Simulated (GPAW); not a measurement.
# Nb (Fm-3m) in GPAW: settings compared

One crystal, Nb, is run at these levels: AM05, mBEEF; tasks: single point, electrostatic potential.

Everything below comes from runs of GPAW 26.7.0. Logs are shortened: lines on timing, memory, paths and dates and some standing lists are left out, and cuts for length are marked. The log counts tension as positive stress, the text compression.

## 1. The undisturbed crystal

The structure is cubic, space group Fm-3m (No. 225). Conventional cell: a = 4.230 Å, b = 4.230 Å, c = 4.230 Å, α = 90.00°, β = 90.00°, γ = 90.00°. Around Nb (site symmetry m-3m) lie 12 Nb at 2.99 Å.

This isn't the form of Nb at room conditions, which is bcc.

## 2. Single point, AM05 (volume scaled by 0.8)

File run.py:

```python
from ase.io import read
from gpaw import PW, setup_paths
from gpaw.dft import DFT

setup_paths.insert(0, '.')

atoms = read('POSCAR')

dft = DFT(atoms,
          mode=PW(600),
          xc='AM05',
          kpts={'size': (11, 11, 11), 'gamma': True},
          occupations={'name': 'fermi-dirac', 'width': 0.05},
          nbands=15,
          convergence={'density': 1e-05, 'energy': 1e-05},
          maxiter=150,
          txt='gpaw.txt')
print(f'Energy: {dft.calculate_energy():.6f} eV')
print('Forces (eV/A):')
print(dft.calculate_forces().round(4))
print('Stress (eV/A^3):', dft.calculate_stress().round(6))
dft.write_gpw_file('gs.gpw')
```

File POSCAR:

```
Nb
1.0
    0.0000000000      1.9633920766      1.9633920766
    1.9633920766      0.0000000000      1.9633920766
    1.9633920766      1.9633920766      0.0000000000
Nb
1
Direct
    0.0000000000      0.0000000000      0.0000000000
```

Potentials or basis: PAW data sets generated in the run's folder for this functional, pw.

Launch:

```
$ gpaw-setup -f AM05 Nb
$ OMP_NUM_THREADS=1 python run.py
```

gpaw.txt:

```text
Diagonalizing LCAO Hamiltonian
Converting LCAO to pw mode

       Nb

Atoms  # Å, Bohr magnetons
|   | symbol |        x |        y |        z |    initial magnetic moments |
|---|--------|----------|----------|----------|-----------------------------|
| 0 |     Nb | 0.000000 | 0.000000 | 0.000000 | ( 0.0000,  0.0000,  0.0000) |

Unit cell  # Å
| periodic |        x |        y |        z |  lengths |    angles |
|----------|----------|----------|----------|----------|-----------|
|      yes | 0.000000 | 1.963392 | 1.963392 | 2.776656 | 60.000000 |
|      yes | 1.963392 | 0.000000 | 1.963392 | 2.776656 | 60.000000 |
|      yes | 1.963392 | 1.963392 | 0.000000 | 2.776656 | 60.000000 |

Number of symmetries: 48
Symmetry operations  # r_c * U_cc + t_c -> r_c
|    | kind |            matrix            |
|----|------|------------------------------|
|  0 |  σ   |  1, 0, 0,  1, 0,-1,  1,-1, 0 |
|  1 |  C2  |  1, 0, 0,  1,-1, 0,  1, 0,-1 |
|  2 |  E   |  1, 0, 0,  0, 1, 0,  0, 0, 1 |
|  3 |  σ   |  1, 0, 0,  0, 0, 1,  0, 1, 0 |
|  4 |  C4  |  1, 0,-1,  1, 0, 0,  1,-1, 0 |
|  5 |  S6  |  1, 0,-1,  1,-1, 0,  1, 0, 0 |
|  6 |  σ   |  1, 0,-1,  0, 1,-1,  0, 0,-1 |
|  7 |  C3  |  1, 0,-1,  0, 0,-1,  0, 1,-1 |
|  8 |  S6  |  1,-1, 0,  1, 0, 0,  1, 0,-1 |
|  9 |  C4  |  1,-1, 0,  1, 0,-1,  1, 0, 0 |
| 10 |  C3  |  1,-1, 0,  0,-1, 1,  0,-1, 0 |
| 11 |  σ   |  1,-1, 0,  0,-1, 0,  0,-1, 1 |
| 12 |  σ   |  0, 1, 0,  1, 0, 0,  0, 0, 1 |
| 13 |  C4  |  0, 1, 0,  0, 1,-1, -1, 1, 0 |
| 14 |  C3  |  0, 1, 0,  0, 0, 1,  1, 0, 0 |
| 15 |  S6  |  0, 1, 0, -1, 1, 0,  0, 1,-1 |
| 16 |  C2  |  0, 1,-1,  1, 0,-1,  0, 0,-1 |
| 17 |  σ   |  0, 1,-1,  0, 1, 0, -1, 1, 0 |
| 18 |  S4  |  0, 1,-1,  0, 0,-1,  1, 0,-1 |
| 19 |  C4  |  0, 1,-1, -1, 1, 0,  0, 1, 0 |
| 20 |  C3  |  0, 0, 1,  1, 0, 0,  0, 1, 0 |
| 21 |  σ   |  0, 0, 1,  0, 1, 0,  1, 0, 0 |
| 22 |  S6  |  0, 0, 1,  0,-1, 1, -1, 0, 1 |
| 23 |  C4  |  0, 0, 1, -1, 0, 1,  0,-1, 1 |
| 24 |  S4  |  0, 0,-1,  1, 0,-1,  0, 1,-1 |
| 25 |  C3  |  0, 0,-1,  0, 1,-1,  1, 0,-1 |
| 26 |  C2  |  0, 0,-1,  0,-1, 0, -1, 0, 0 |
| 27 |  S6  |  0, 0,-1, -1, 0, 0,  0,-1, 0 |
| 28 |  S4  |  0,-1, 1,  1,-1, 0,  0,-1, 0 |
| 29 |  C4  |  0,-1, 1,  0, 0, 1, -1, 0, 1 |
| 30 |  C2  |  0,-1, 1,  0,-1, 0,  1,-1, 0 |
| 31 |  σ   |  0,-1, 1, -1, 0, 1,  0, 0, 1 |
| 32 |  C3  |  0,-1, 0,  1,-1, 0,  0,-1, 1 |
| 33 |  S6  |  0,-1, 0,  0, 0,-1, -1, 0, 0 |
| 34 |  S4  |  0,-1, 0,  0,-1, 1,  1,-1, 0 |
| 35 |  C2  |  0,-1, 0, -1, 0, 0,  0, 0,-1 |
| 36 |  C2  | -1, 1, 0,  0, 1, 0,  0, 1,-1 |
| 37 |  S6  | -1, 1, 0,  0, 1,-1,  0, 1, 0 |
| 38 |  S4  | -1, 1, 0, -1, 0, 1, -1, 0, 0 |
| 39 |  C3  | -1, 1, 0, -1, 0, 0, -1, 0, 1 |
| 40 |  S6  | -1, 0, 1,  0, 0, 1,  0,-1, 1 |
| 41 |  C2  | -1, 0, 1,  0,-1, 1,  0, 0, 1 |
| 42 |  C3  | -1, 0, 1, -1, 1, 0, -1, 0, 0 |
| 43 |  S4  | -1, 0, 1, -1, 0, 0, -1, 1, 0 |
| 44 |  C2  | -1, 0, 0,  0, 0,-1,  0,-1, 0 |
| 45 |  i   | -1, 0, 0,  0,-1, 0,  0, 0,-1 |
| 46 |  σ   | -1, 0, 0, -1, 1, 0, -1, 0, 1 |
| 47 |  C2  | -1, 0, 0, -1, 0, 1, -1, 1, 0 |

BZ-sampling:
  Number of BZ points: 1331
  Number of IBZ points: 56

  Monkhorst-Pack size: [11, 11, 11]
  Monkhorst-Pack shift: [0, 0, 0]

K-points  # in reciprocal-cell coordinates
|     |                                coordinates |     weight |
|-----|--------------------------------------------|------------|
|   0 | (  0.00000000,   0.00000000,   0.00000000) | 0.00075131 |
|   1 | (  0.09090909,   0.09090909,   0.00000000) | 0.00450789 |
|   2 | (  0.09090909,   0.09090909,   0.09090909) | 0.00601052 |
|   3 | (  0.18181818,   0.09090909,   0.09090909) | 0.00901578 |
|   4 | (  0.18181818,   0.18181818,   0.00000000) | 0.00450789 |
|   5 | (  0.18181818,   0.18181818,   0.09090909) | 0.01803156 |
|   6 | (  0.18181818,   0.18181818,   0.18181818) | 0.00601052 |
|   7 | (  0.27272727,   0.18181818,   0.09090909) | 0.01803156 |
|   8 | (  0.27272727,   0.18181818,   0.18181818) | 0.01803156 |
|   9 | (  0.27272727,   0.27272727,   0.00000000) | 0.00450789 |
| ... |                                            |            |
|  55 | (  0.45454545,   0.45454545,   0.45454545) | 0.00601052 |

Plane wave coefficients: 531
Cutoff: 600.0 eV

Spin-components: 1 (collinear spins)
Bands:           15
Projectors:      6
Spin-degeneracy: 2
Datatype:        complex128

Density:
  Valence electrons: 13.0
  Components: 1
  Grid points: [16 16 16]
  Charge: 0.0  # |e|

Potential:
  Grid points: [16 16 16]

species:
  Nb:
    name:    Niobium
    Z:       41.0
    valence: 13
    core:    28
    charge:  0.0  # [|e|]
    compensation charges:
      type: gauss
      rc: 0.40  # [Å]
      lmax: 2
    cutoffs:
      filter: 2.35  # [Å]
      core: 1.51  # [Å]
    projectors
    | kind |    occ | energy [eV] | rcut [Å] |
    |------|--------|-------------|----------|
    |   4s |  2.000 |     -58.245 |    1.323 |
    |   5s |  1.000 |      -3.937 |    1.323 |
    |   4p |  6.000 |     -34.456 |    1.323 |
    |   5p |  0.000 |      -1.049 |    1.323 |
    |   4d |  4.000 |      -3.013 |    1.244 |
    |    d |        |      24.198 |    1.244 |

    Using partial waves for Nb as LCAO basis

Reference energy: -103800.680388  # eV

eigensolver:
  PPCG
  Converge bands: occupied
  niter=2

density mixing:
  MSR1-Mixer
  Pratt-step length: 0.05
  Maximum mixing coefficient: 0.75
  Old densities: 10
  SVD Regularization: 0.005
  Good broyden scale: 1.0
  Trust region scale: 1.0
  Backstep threshold: 4.0
  History deletion threshold: 6.0
  Fourier metric: weight=20.0, sigma=0.015

occupation numbers:
  Fermi-Dirac:
    width: 0.0500  # eV

poisson solver:
  ecut: 4800.0  # eV

xc functional:
  name: AM05 with 2 nearest neighbor stencil

convergence criteria:
- Maximum integral of absolute [dens]ity change: 1e-05 electrons / valence electron
- Maximum [total energy] change in last 3 cyles: 1e-05 eV / valence electron
- Maximum integral of absolute [eigenst]ate change: 4e-08 eV^2 / valence electron
maximum number of iterations: 150

SCF iterations
|iter     | |      energy | eigst |  dens |
|---------|-|-------------|-------|-------|
|iter:   1| |  -10.715087 | +0.17 |       |
|iter:   2| |  -10.629315 | -2.67 | -1.08 |
|iter:   3| |  -10.185996 | -1.71 | -1.11 |
|iter:   4| |  -10.182519 | -3.26 | -1.84 |
|iter:   5| |  -10.182660 | -4.29 | -2.24 |
|iter:   6| |  -10.182663 | -6.57 | -3.71 |
|iter:   7| |  -10.182663c| -8.15c| -4.11 |
|iter:   8| |  -10.182663c| -9.23c| -5.74c|
SCF steps: 8
Energy contributions relative to reference atoms: (reference = -103800.680388)

Energy contributions:
  Kinetic:          13.507936
  Coulomb:         -14.225808
  Zero:             -0.112055
  External:          0.000000
  Xc:               -9.347842
  Entropy:          -0.009787
  Spinorbit:         0.000000
  ----------------------------
  Free energy:     -10.187557
  Extrapolated:    -10.182663

Forces  # eV/Ang
|       x |        y |        z |
|---------|----------|----------|
| 0.00000 | -0.00000 | -0.00000 |  # Nb   0

Stress tensor  # eV/Ang^3
|         x |         y |         z |
|-----------|-----------|-----------|
| -0.252835 |  0.000000 |  0.000000 |
|  0.000000 | -0.252835 |  0.000000 |
|  0.000000 |  0.000000 | -0.252835 |

Writing to gs.gpw (mode='')

  __  _  _
 | _ |_)|_||  |
 |__||  | ||/\| - 26.7.0

Input parameters:
  mode=PW(ecut=600.0),
  convergence={'density': 1e-05, 'energy': 1e-05},
  kpts=MonkhorstPack(size=(11, 11, 11), gamma=True),
  maxiter=150,
  nbands=15,
  occupations=Occupations(name='fermi-dirac', width=0.05),
  xc=XC(name='AM05')
# Writing to gs.gpw (mode='')
```

Run time: 10 s. Hardware: 1 thread of Arm Neoverse V1, shared host; peak memory 0.13 GiB.

Results:

- Free energy: -10.1876 eV
- Pressure: 40.5 GPa
- Band gap on the k mesh: none (metal or under the smearing width)

## 3. Electrostatic potential, mBEEF (cell strained at random at fixed volume)

File run.py:

```python
from ase import Atoms
from ase.dft.bandgap import bandgap
from ase.io import write
from ase.units import Bohr, GPa
from gpaw import GPAW, PW
from gpaw.elf import elf_from_dft_calculation

atoms = Atoms(['Nb'],
              cell=[[-0.024335, 2.145397, 2.127114],
                    [2.097011, 0.014586, 2.088192],
                    [2.108502, 2.117967, 0.003095]],
              scaled_positions=[[0.0, 0.0, 0.0]],
              pbc=True)

calc = GPAW(mode=PW(600),
            xc='mBEEF',
            kpts={'size': (8, 8, 8), 'gamma': True},
            occupations={'name': 'marzari-vanderbilt', 'width': 0.05},
            setups={'Nb': '5'},
            nbands=-9,
            convergence={'density': 1e-05, 'energy': 1e-05},
            maxiter=80,
            txt='gpaw.txt')
atoms.calc = calc
energy = atoms.get_potential_energy()
forces = atoms.get_forces()
stress = atoms.get_stress()
calc.write('gs.gpw')
write('result.traj', atoms)
print(f'Energy: {energy:.6f} eV')
print('Forces (eV/A):')
print(forces.round(4))
print('Stress (GPa):', (stress / GPa).round(3))
print('Fermi level:', round(calc.get_fermi_level(), 4), 'eV')
print(f'Gap: {bandgap(calc)[0]:.4f} eV, direct: {bandgap(calc, direct=True)[0]:.4f} eV')

# fields on the real-space grid
write('density.cube', atoms, data=calc.get_pseudo_density() * Bohr**3)
write('potential.cube', atoms, data=calc.get_electrostatic_potential())
write('elf.cube', atoms, data=elf_from_dft_calculation(calc).data)
```

Potentials or basis: GPAW PAW data sets (gpaw-data 1.2.1), other valence, pw.

Launch:

```
$ OMP_NUM_THREADS=1 python run.py
```

It took 3.4 min on 1 thread of Arm Neoverse V1, shared host; peak memory 0.27 GiB.

The run converged. Its results:

```yaml
Free_energy: -110.2517 eV
Pressure: -6.0 GPa
Band_gap_on_the_k_mesh: none (metal or under the smearing width)
```

Stress tensor (GPa, compression positive):
```
-5.55 -0.87 -1.13
-0.87 -4.46  1.21
-1.13  1.21 -7.93
```

Levels at points of the mesh, in eV from the Fermi level:
| k point | band 1 | band 2 | band 3 | band 4 | band 5 | band 6 | band 7 |
| --- | --- | --- | --- | --- | --- | --- | --- |
| (0.00, 0.00, 0.00) | -6.41 | -0.17 | 0.08 | 0.28 | 2.80 | 2.93 | 13.81 |
| (0.00, 0.00, 0.50) | -3.89 | -0.29 | 0.20 | 1.43 | 4.65 | 4.91 | 10.77 |
| (0.00, 0.50, 0.00) | -3.89 | -0.20 | 0.03 | 1.54 | 4.68 | 4.93 | 10.91 |
| (0.00, 0.50, 0.50) | -4.02 | -3.34 | 3.64 | 4.85 | 5.22 | 5.34 | 11.39 |
| (0.50, 0.00, 0.00) | -3.92 | -0.11 | 0.15 | 1.18 | 4.69 | 4.78 | 10.44 |
| (0.50, 0.00, 0.50) | -4.02 | -3.34 | 3.56 | 4.85 | 5.24 | 5.32 | 11.50 |
| (0.50, 0.50, 0.00) | -4.02 | -3.34 | 3.72 | 4.81 | 5.25 | 5.32 | 11.53 |
| (0.50, 0.50, 0.50) | -3.90 | -0.24 | 0.16 | 1.40 | 4.62 | 4.92 | 10.74 |

Caveat: this smearing can pin the Fermi level at a band edge; the PAW data sets were made with another functional, which shifts forces and pressure a little.
